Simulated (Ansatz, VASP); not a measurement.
# GaSb in VASP and in Ansatz

The input INCAR:

```
SYSTEM = GaSb
  PREC = Accurate
  ENCUT = 520
  EDIFF = 1E-7
  ISMEAR = 0
  SIGMA = 0.01
  LREAL = .False.
  LASPH = .True.
  NELM = 80
  ALGO = Fast
  ISIF = 2
  LWAVE = .False.
  LCHARG = .True.
  GGA = PE
  LELF = .True.
  LVHAR = .True.
  NBANDS = 16
```

The input KPOINTS:

```
regular mesh
0
Gamma
  6 6 6
  0 0 0
```

Contents of POSCAR:

```
GaSb
1.0
    0.0000000000      2.8731179487      2.8731179487
    2.8731179487      0.0000000000      2.8731179487
    2.8731179487      2.8731179487      0.0000000000
Ga Sb
1 1
Direct
    0.0000000000      0.0000000000      0.0000000000
    0.5000000000      0.5000000000      0.5000000000
```

Input for Ansatz:

```yaml
crystal:
  lattice:
    - [0.0, 2.8731179487, 2.8731179487]
    - [2.8731179487, 0.0, 2.8731179487]
    - [2.8731179487, 2.8731179487, 0.0]
  atoms:
    - { symbol: Ga, position: [0.0, 0.0, 0.0] }
    - { symbol: Sb, position: [0.5, 0.5, 0.5] }
kpoints:
  mp_grid: { grid: [6, 6, 6] }
hamiltonian:
  xc: pbe
scf:
  occupations: { method: fixed }
  n_extra_bands: 4
output:
  forces: true
  stress: true
  eigenvalues: true
```

Alike in both runs: task single point; functional PBE; k mesh 6 × 6 × 6; no spin polarisation.

```csv
,VASP,Ansatz
version,VASP 6.6.1,Ansatz 0.2.0
potentials or method,"VASP PAW PBE potentials, release 64 (Ga_d, Sb)",plane waves
plane-wave cutoff (eV),520,420
occupations,"gaussian, width 0.01 eV",fixed
valence electrons in the cell,18,28
```

```tsv
	VASP	Ansatz	Ansatz less VASP
pressure (GPa)	1.8	3.4	+1.53
```

The two sets of potentials don't hold the same shells in valence. Ansatz warned: «band_overlap_at_count».

The runs have no spin-orbit coupling, so splittings on Sb are missing.
